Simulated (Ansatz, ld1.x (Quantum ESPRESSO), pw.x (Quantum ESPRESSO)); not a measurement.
# germanium: one change to the ultrasoft potential, in the atom and in the diamond crystal

* Element: Ge (Z = 32)
* Generator: ld1.x (Quantum ESPRESSO) 7.5
* Type: ultrasoft
* Functional: PBE
* Relativity: scalar-relativistic
* Frozen core: [Ar] 3d10
* Valence charge: 4
* Reference configuration: 4s2 4p2
* Partial waves: 4s (bound): rcut 1.55, rcutus 1.90 bohr; 4s channel at -0.4 Ry: rcut 1.55, rcutus 1.90 bohr; 4p (bound): rcut 1.65, rcutus 2.25 bohr; 4p channel at 0.1 Ry: rcut 1.65, rcutus 2.25 bohr; 4d channel at 0.25 Ry: rcut 1.80, rcutus 2.35 bohr; 4d channel at 2.85 Ry: rcut 1.80, rcutus 2.35 bohr
* Local potential: all-electron potential smoothed inside 1.60 bohr (lloc = -1)
* Core correction: Bessel-smoothed model core, default radius (core density twice the valence density)
* Augmentation charge: PSQ, radius 1.50 bohr

Change: waves 4d channel at 0.25 Ry: rcut 1.80, rcutus 2.12 bohr; 4d channel at 2.85 Ry: rcut 1.80, rcutus 2.12 bohr.

Cutoffs, loose and tight: the cutoffs (Ry, on a coarse ladder) from which the occupation-weighted sum of valence levels, in a spherical-Bessel basis at the reference potential, stays within 10 and 1 mRy of its value at 400 Ry. They do not see the model core or the augmentation charge, which bear on the density cutoff. Test errors are all-electron minus pseudo excitation energies from the reference, over the configurations 4s2 4p1; 4s2 4p0; 4s1 4p0; 4s1 4p2; 4s2 4p1.5; 4s1 4p3; 4s0 4p4; variants that change the core or the reference have their own tests.

Crystal test: diamond Ge in pw.x 7.5, no spin, 8³ k-points, Fermi–Dirac smearing 0.01 Ry, cutoffs set for each file from its atomic test. The reference is all-electron LAPW (Ansatz 0.2.0) with the same functional, mesh and smearing; V0 and B0 come from Birch–Murnaghan fits to the pressures at five volumes. Errors are pseudo minus all-electron; Δ is the rms difference of the E(V) curves that follow from these fits, minima aligned, over ±6 % about the mean V0. Mesh and smearing are coarse, so the numbers serve the comparison and aren't converged zero-temperature values; the lattice is a test structure that the element need not adopt.

All-electron: a0 = 5.765 Å (V0 = 23.95 Å³/atom), B0 = 57.6 GPa.

Question: Does the change bring the crystal closer to the all-electron result?

Answer: The mean pressure error goes from +0.28 to +0.09 GPa, so the change moves the solid closer to the all-electron pressures.

```json
{"quantity": "outcome (atom)", "base": "generated", "changed": "generated"}
{"quantity": "cutoff, loose (atom)", "base": "8 Ry", "changed": "8 Ry"}
{"quantity": "cutoff, tight (atom)", "base": "12 Ry", "changed": "12 Ry"}
{"quantity": "bound ghosts (atom)", "base": "none", "changed": "none"}
{"quantity": "largest test error (meV) (atom)", "base": "-302", "changed": "-302"}
{"quantity": "cutoffs in pw.x (Ry)", "base": "40/320", "changed": "40/320"}
{"quantity": "a0 (Å)", "base": "5.774", "changed": "5.768"}
{"quantity": "a0 error (%)", "base": "+0.16", "changed": "+0.05"}
{"quantity": "B0 error (%)", "base": "+0.8", "changed": "+1.2"}
{"quantity": "Δ (meV/atom)", "base": "1.4", "changed": "0.5"}
{"quantity": "mean pressure error (GPa)", "base": "+0.28", "changed": "+0.09"}
```

Changed file: The logarithmic derivative shows an extra or strongly shifted pseudo pole above the reference energy (d near 1.87 Ry). The atomic cutoffs weigh occupied waves only.
